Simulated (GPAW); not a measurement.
Input of a GPAW 26.7.0 run:

The input run.py:

```python
from ase.eos import EquationOfState
from ase.io import Trajectory, read
from ase.units import GPa
from gpaw import GPAW, PW

atoms = read('TaS2.xyz')

traj = Trajectory('eos.traj', 'w')
volumes, energies = [], []
for x in [0.94, 0.96, 0.98, 1.0, 1.02, 1.04, 1.06]:
    a = atoms.copy()
    a.set_cell(atoms.cell * x**(1 / 3), scale_atoms=True)
    calc = GPAW(mode=PW(600),
                xc='LDA',
                kpts={'size': (7, 7, 4), 'gamma': True},
                occupations={'name': 'fermi-dirac', 'width': 0.05},
                setups={'S': 'v3'},
                nbands=-13,
                convergence={'density': 1e-05, 'energy': 1e-05},
                maxiter=150,
                txt=f'eos-{x:.2f}.txt')
    a.calc = calc
    energies.append(a.get_potential_energy(force_consistent=True))
    volumes.append(a.get_volume())
    p = -a.get_stress()[:3].mean() / GPa
    calc.write(f'eos-{x:.2f}.gpw')
    traj.write(a)
    print(f'{x:.2f} {volumes[-1]:10.4f} A^3 {energies[-1]:14.6f} eV {p:9.3f} GPa', flush=True)

v0, e0, B = EquationOfState(volumes, energies, eos='birchmurnaghan').fit()
print(f'V0 = {v0:.4f} A^3, E0 = {e0:.6f} eV, B0 = {B / GPa:.2f} GPa')
```

File TaS2.xyz:

```xyz
3
Lattice="3.3500000000 0.0000000000 0.0000000000 -1.6750000000 2.9011851027 0.0000000000 0.0000000000 0.0000000000 5.8600000000" Properties=species:S:1:pos:R:3 pbc="T T T"
Ta     0.0000000000      0.0000000000      0.0000000000
S      1.6750000002      0.9670617008      4.3950000000
S     -0.0000000002      1.9341234019      1.4650000000
```

Potentials or basis: the program's PAW data sets (release 1.2.1) made for this functional, newer versions, pw.

Run with:

```sh
$ OMP_NUM_THREADS=1 python run.py
```

Q: What does it give for the equilibrium volume?

A: 19.16 Å³/atom.

Q: Predict the bulk modulus at fixed shape and positions.

A: 139 GPa.

Q: Estimate the pressure derivative of the bulk modulus.

A: 4.2.

Energy against volume, from the lowest point:
```
volume (Å³/atom)  energy (meV/atom)
          17.845              43.51
          18.225              20.86
          18.605               6.64
          18.984               0.00
          19.364               0.21
          19.744               6.60
          20.123              18.56
```

Caveat: the cell was scaled at fixed shape and fractional positions, which overstates the stiffness of a crystal with free parameters, most of all of layers and chains. The run has no spin-orbit coupling, so splittings on Ta are missing.
